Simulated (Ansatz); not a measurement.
## SiC (F-43m): G0W0 and the starting functional

```cif
data_structure
_symmetry_space_group_name_H-M 'P 1'
_symmetry_Int_Tables_number 1
_cell_length_a 2.9751
_cell_length_b 2.9751
_cell_length_c 2.9751
_cell_angle_alpha 60.000
_cell_angle_beta 60.000
_cell_angle_gamma 60.000
_cell_volume 18.62
loop_
_atom_site_label
_atom_site_type_symbol
_atom_site_fract_x
_atom_site_fract_y
_atom_site_fract_z
_atom_site_occupancy
Si1 Si 0.00000 0.00000 0.00000 1
C1 C 0.25000 0.25000 0.25000 1
```

Held fixed (Ansatz):

* datasets: hard PAW set made for 700 eV
* k mesh: 4×4×4
* empty bands: 120
* response cutoff: 200 eV
* frequencies: contour deformation
* q → 0 term: analytic weight of Carrier, Rohra and Görling
* band sums: cut at the band count

The gap is read from Γ to k = (0, -0.5, -0.5), linearised, between the Kohn-Sham band edges among the points solved. ε∞ is the electronic dielectric constant on this mesh. Wave cutoffs: 700, 700 eV in the order of the table.

| orbitals | KS gap (eV) | G0W0 gap (eV) | ε∞ |
| --- | --- | --- | --- |
| PBE | 1.20 | 2.10 | 8.7 |
| r²SCAN | 1.61 | 2.27 | 7.6 |

The Kohn-Sham gaps spread over 0.40 eV and the G0W0 gaps over 0.17 eV, so the dependence on the start shrinks but stays.

The cell is a model at fixed atoms and needn't be the relaxed known crystal. The PAW or pseudopotential files were made with PBE. Points k are given in fractions of the reciprocal vectors. The mesh is coarse, so these are values at the stated settings, not converged ones. Band sums or response are cut, so the gap isn't at its basis limit. The gap is read on the mesh, and the crystal's band edges can lie off it. With r²SCAN or HSE06 the Kohn-Sham levels are generalised ones. Meshes this coarse can overestimate the dielectric constant by a tenth and more.
